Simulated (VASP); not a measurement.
# CdS, self-consistent run: which settings are enough?

CdS, P3m1 (no. 156), 2 atoms in the cell. HSE06; PAW potentials Cd, S (PBE set). VASP 6.6.1.

Wanted: energy within 0.2 meV/atom; levels at the zone centre within 0.003 eV.

What the run is for: comparing ways to start; Accuracy asked: tight.

Levels at the zone centre: counted from the valence top at that point.

POSCAR:
```
CdS
1.0
    4.2611695877      0.0000000000      0.0000000000
   -2.1305847939      3.6902811128      0.0000000000
    0.0000000000      0.0000000000      5.8041729400
Cd S
1 1
Direct
    0.0000000000      0.0000000000      0.4426919200
    0.6666666667      0.3333333333      0.4343080800
```

## How the run starts (with a second run first, the time holds both)

| How the run starts (with a second run first, the time holds both) | Energy less reference (meV/atom) | Levels at the zone centre, largest deviation (eV) | Time (s) |
|---|---|---|---|
| from scratch: 21 SCF iterations | 0.00 | 0.0000 | 539 |
| PBE orbitals (WAVECAR): 13 + 10 SCF iterations | 0.00 | 0.0006 | 384 |
| PBE density (CHGCAR): 13 + 13 SCF iterations | 0.00 | 0.0009 | 366 |
| loose PBE orbitals: 9 + 10 SCF iterations | 0.00 | 0.0006 | 392 |
| coarse exchange grid first: 13 + 5 + 5 SCF iterations | 0.00 | 0.0005 | 255 |

Chosen: coarse exchange grid first: 13 + 5 + 5 SCF iterations, the fastest of those that stay within half of the tolerance.

## All choices together

| Input | Energy less reference (meV/atom) | Levels at the zone centre, largest deviation (eV) | Time (s) |
|---|---|---|---|
| chosen settings | 0.00 | 0.0005 | 255 |
| reference settings throughout | 0.00 | 0.0000 | 539 |

The tolerance is met.

Values of the reference run: Levels at the zone centre: 0, 0, 2.512 eV from the valence top at Gamma.

## The input

INCAR.step1:
```
SYSTEM = CdS
ALGO = Normal
EDIFF = 1E-5
EFERMI = MIDGAP
ENCUT = 400
GGA = PE
GGA_COMPAT = .False.
ISIF = 2
ISMEAR = 0
LASPH = .True.
LCHARG = .True.
LREAL = .False.
LWAVE = .True.
NELM = 120
PREC = Accurate
SIGMA = 0.03
```

INCAR.step2, as INCAR.step1 but for:
```
- EDIFF = 1E-5
+ EDIFF = 1E-4
+ HFSCREEN = 0.2
+ ISTART = 1
+ LHFCALC = .True.
+ NKRED = 2
+ PRECFOCK = Fast
```

INCAR.step3, as INCAR.step2 but for:
```
- EDIFF = 1E-4
- LCHARG = .True.
- LWAVE = .True.
- NKRED = 2
- PRECFOCK = Fast
+ EDIFF = 1E-6
+ LCHARG = .False.
+ LWAVE = .False.
+ PRECFOCK = Normal
```

KPOINTS:
```
k-points
0
Gamma
  4 4 4
```

Commands (each step's output is kept before the next begins):
```
cat potpaw_PBE.64/Cd/POTCAR potpaw_PBE.64/S/POTCAR > POTCAR
cp INCAR.step1 INCAR
mpirun -np 1 vasp_std > vasp.out
cp INCAR.step2 INCAR
mpirun -np 1 vasp_std > vasp.out
cp INCAR.step3 INCAR
mpirun -np 1 vasp_std > vasp.out
```

The chosen input took VASP 6.6.1 255 s on 1 core (AMD EPYC 9R45 (Zen 5)), a shared host.
